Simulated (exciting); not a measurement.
Zn:

```xyz
1
Lattice="0.0000 1.9648 1.9648 1.9648 0.0000 1.9648 1.9648 1.9648 0.0000" Properties=species:S:1:pos:R:3 pbc="T T T"
Zn    0.0000    0.0000    0.0000
```

This isn't the form of Zn at room conditions, which is hcp.

| Quantity | Value |
| --- | --- |
| Program | exciting (release sodium) |
| Task | single point |
| Functional | PBEsol |
| Potentials or basis | all-electron LAPW+lo, shipped species files, valence relativity iora* |
| rgkmax | 9 |
| k mesh | 12 × 12 × 12 |
| Occupations | fermi-dirac, width 0.05 eV |
| Spin | no spin polarisation |
| gmaxvr (cutoff of density and potential) | 14 1/bohr |
| lmaxapw (and lmaxmat) | 10 |
| lmaxvr | 8 |
| nempty | 8 |
| Valence relativity | iora* |
| epsengy | 1e-05 Ha |
| epspot | 1e-05 Ha |
| maxscl | 60 |
| Muffin-tin radii | Zn 2.0 bohr |

On this cell: band gap on the k mesh none (metal or under the smearing width).

The same run follows on a disturbed copy (cell strained at random at fixed volume):

```xyz
1
Lattice="0.0040 2.0046 1.9670 1.9567 -0.0043 1.9753 1.9274 1.9836 0.0249" Properties=species:S:1:pos:R:3 pbc="T T T"
Zn    0.0418   -0.0358   -0.0315
```

Task: What changes?

Result: The energy (extrapolated to zero smearing) moves by -0.0 meV/atom; band gap on the k mesh none (metal or under the smearing width).

Caveats: the free energy is that total less TS from the occupations.
